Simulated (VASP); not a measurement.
**C (diamond), PBEsol relaxation of cell and atoms: Ansatz's output and VASP's**

Start cell

```
C
1.0
     0.00000    1.78577    1.78577
     1.78577    0.00000    1.78577
     1.78577    1.78577    0.00000
C
2
Cartesian
  0.0000 0.0000 0.0000
  0.8929 0.8929 0.8929
```

Ansatz printed

```
basis re-selected at this cell: Δ(F+E_penalty+E_count) = +3.411e-13 eV, ΔP = -0.001 GPa vs the last step (what re-selecting the basis moved, of the pressure what is left beyond the Pulay correction that the steps carried, after the strain that the cell walked since its last selection, with what the two solves' SCF thresholds leave and, on support functions, any second-order correction that the steps lacked; it is no measure of the basis error at this ecutwfc). This SCF's stress stands 1.11e-3 GPa from its target on what of the cell is left free (relax.cell.stress_tol is 5.00e-2 GPa) and its largest allowed force component is 1.39e-16 eV/Å (relax.f_tol is 5.00e-3 eV/Å): within both
SCF converged after 7 iterations
Free energy (F): -493.335999 eV
Harris-Foulkes:  -493.335999 eV  (|F-HF|=1.14e-13)
Internal energy: -493.335999 eV  (E = F + TS)
E sigma→0 (E₀):  -493.335999 eV
Fermi energy:    15.511851 eV
--- Per-component energies (eV) ---
  E_band       = 35.319689
  E_kinetic    = 184.674635
  E_local      = -120.850131  (includes V_loc(G=0)·N_el)
  E_nonlocal   = 53.511035
  E_hartree    = 26.158138
  E_xc         = -96.918683
  E_vxc        = -120.694065  (∫ρ·V_xc dr)
  E_paw        = -190.725755  (= ΣΔE_a)
  E_vpaw       = -13.638078  (= ΣTr[D̂ρ^β])
  E_aug_tail   = 0.000017  (compensation charges beyond the density's cutoff)
  E_ewald      = -349.227456
  E_core_change = 0.042201  (= ΣΔE_core)
  E_smearing   = -0.000000  (= −TS)
  E_closure    = 0.000000  (closes the sum)
  Σ components = -493.335999   (vs F -493.335999, Δ=0.00e0)
--- Forces (eV/Å), atoms counted from 1 ---
  atom   1  C     -0.00000000    -0.00000000    -0.00000000
  atom   2  C      0.00000000     0.00000000     0.00000000
  max |Σ_I F_I| component: 6.59e-17 eV/Å
--- Stress (GPa, compression-positive) ---
       -0.001110      -0.000000       0.000000
       -0.000000      -0.001110      -0.000000
        0.000000      -0.000000      -0.001110
  P = ⅓ Tr σ = -0.0011 GPa (-0.011 kbar)
--- Relaxed structure (4 steps of the walk, 4 accepted, 2 SCFs on fresh bases) ---
  F+E_penalty+E_count = -493.33599861 eV   max|allowed force component| = 1.388e-16 eV/Å   (the final SCF, on the basis selected at the relaxed cell)
  cell:  # Å, volume = 11.2208 Å³
    - [4.271354728965747e-34, 1.7769045550379314, 1.7769045550379314]
    - [1.7769045550379314, -3.4035482077481286e-35, 1.7769045550379314]
    - [1.7769045550379314, 1.7769045550379314, 5.5830150594812995e-34]
  atoms:
    - { symbol: C, position: [1.68513569431708e-36, 1.8536492637487876e-35, -5.617118981056924e-37] }
    - { symbol: C, position: [0.25, 0.25, 0.25] }
```

Each program uses its own PAW datasets. VASP's cell holds 8 valence electrons and Ansatz's 8.

What does VASP give for the same cell and level of theory?

relaxed cell vector lengths 2.514, 2.514, 2.514 Å; relaxed cell volume 11.23 Å³.

From OUTCAR

```
k-points           NKPTS =     72   k-points in BZ     NKDIM =     72   number of bands    NBANDS=     11

   NELECT =       8.0000    total number of electrons

   dimension x,y,z NGX =    20 NGY =   20 NGZ =   20
   dimension x,y,z NGXF=    40 NGYF=   40 NGZF=   40

  energy-cutoff  :      600.00
  volume of cell :       11.23
      direct lattice vectors                 reciprocal lattice vectors
     0.000000000  1.777458355  1.777458355    -0.281300543  0.281300543  0.281300543
     1.777458355  0.000000000  1.777458355     0.281300543 -0.281300543  0.281300543
     1.777458355  1.777458355  0.000000000     0.281300543  0.281300543 -0.281300543

 k-points in reciprocal lattice and weights: KPOINTS created by Atomic Simulation Env
   0.00000000  0.00000000  0.00000000       0.001
   0.08333333  0.00000000  0.00000000       0.005
   0.16666667  0.00000000  0.00000000       0.005
   0.25000000  0.00000000  0.00000000       0.005
   0.33333333  0.00000000  0.00000000       0.005
   0.41666667  0.00000000  0.00000000       0.005
   0.50000000  0.00000000  0.00000000       0.002
   0.08333333  0.08333333  0.00000000       0.003
   ...

 E-fermi :  10.2119

 k-point     1 :       0.0000    0.0000    0.0000
  band No.  band energies     occupation
      1     -11.8030      2.00000
      2       9.8526      2.00000
      3       9.8526      2.00000
      4       9.8526      2.00000
      5      15.4194      0.00000
      6      15.4194      0.00000
      7      15.4194      0.00000
      8      23.4483      0.00000
      9      28.9398      0.00000
     10      36.4320      0.00000
     11      36.4320      0.00000

 k-point     2 :       0.0833    0.0000    0.0000
  band No.  band energies     occupation
      1     -11.6091      2.00000
      2       8.6076      2.00000
      3       9.5231      2.00000
      4       9.5231      2.00000
      5      15.8500      0.00000
      6      15.8500      0.00000
      7      16.1507      0.00000
      8      23.5949      0.00000
      9      29.2668      0.00000
     10      34.1868      0.00000
     11      34.1868      0.00000

 k-point     3 :       0.1667    0.0000    0.0000
  band No.  band energies     occupation
      1     -11.0289      2.00000
      2       6.0475      2.00000
      3       8.8110      2.00000
      4       8.8110      2.00000
      5      16.7806      0.00000
      6      16.7806      0.00000
      7      17.2706      0.00000
      8      24.0127      0.00000
      9      29.9517      0.00000
     10      32.5681      0.00000
     11      32.5681      0.00000

 k-point     4 :       0.2500    0.0000    0.0000
  band No.  band energies     occupation
      1     -10.0710      2.00000
      2       3.1817      2.00000
      3       8.0794      2.00000
      4       8.0794      2.00000
      5      17.6391      0.00000
      6      17.6391      0.00000
      7      18.0591      0.00000
      8      24.5872      0.00000
      9      30.4007      0.00000
     10      32.1526      0.00000
     11      32.1526      0.00000

 k-point     5 :       0.3333    0.0000    0.0000
  band No.  band energies     occupation
      1      -8.7545      2.00000
      2       0.3720      2.00000
      3       7.5001      2.00000
      4       7.5001      2.00000
      5      18.1151      0.00000
      6      18.1151      0.00000
      7      18.5179      0.00000
      8      25.0963      0.00000
      9      30.6743      0.00000
     10      33.0062      0.00000
     11      33.0062      0.00000

 k-point     6 :       0.4167    0.0000    0.0000
  band No.  band energies     occupation
      1      -7.1488      2.00000
      2      -2.1721      2.00000
      3       7.1377      2.00000
      4       7.1377      2.00000
      5      18.2604      0.00000
      6      18.2604      0.00000
      7      18.7539      0.00000
      8      25.3643      0.00000
      9      31.2073      0.00000
     10      34.4898      0.00000
     11      34.6834      0.00000

 k-point     7 :       0.5000    0.0000    0.0000
  band No.  band energies     occupation
      1      -5.9147      2.00000
      2      -3.7251      2.00000
      3       7.0150      2.00000
      4       7.0150      2.00000
      5      18.2776      0.00000
      6      18.2776      0.00000
      7      18.8271      0.00000
      8      25.4299      0.00000
      9      31.6387      0.00000
     10      34.0193      0.00000
     11      35.7603      0.00000

 k-point     8 :       0.0833    0.0833    0.0000
  band No.  band energies     occupation
      1     -11.5444      2.00000
      2       8.9202      2.00000
      3       8.9202      2.00000
      4       9.2428      2.00000
      5      15.2155      0.00000
      6      16.5725      0.00000
      7      16.5725      0.00000
      8      23.5373      0.00000
      9      29.3909      0.00000
     10      32.1487      0.00000
     11      36.7588      0.00000

 ...

  Total       -0.0013945     -0.0013945     -0.0013945     -0.0000000     -0.0000000      0.0000000
  in kB       -0.1989374     -0.1989374     -0.1989374     -0.0000000     -0.0000000      0.0000000
  external PRESSURE =      -0.1989374 kB  Pullay stress =       0.0000000 kB

 POSITION                                       TOTAL-FORCE (eV/Angst)
 -----------------------------------------------------------------------------------
      0.00000      0.00000      0.00000        -0.000000      0.000000     -0.000000
      0.88873      0.88873      0.88873         0.000000     -0.000000      0.000000
 -----------------------------------------------------------------------------------
    total drift:                                0.000000      0.000000      0.000000

  FREE ENERGIE OF THE ION-ELECTRON SYSTEM (eV)
  ---------------------------------------------------
  free  energy   TOTEN  =       -19.2549644809 eV

  energy  without entropy=      -19.2549644808  energy(sigma->0) =      -19.25496448
```
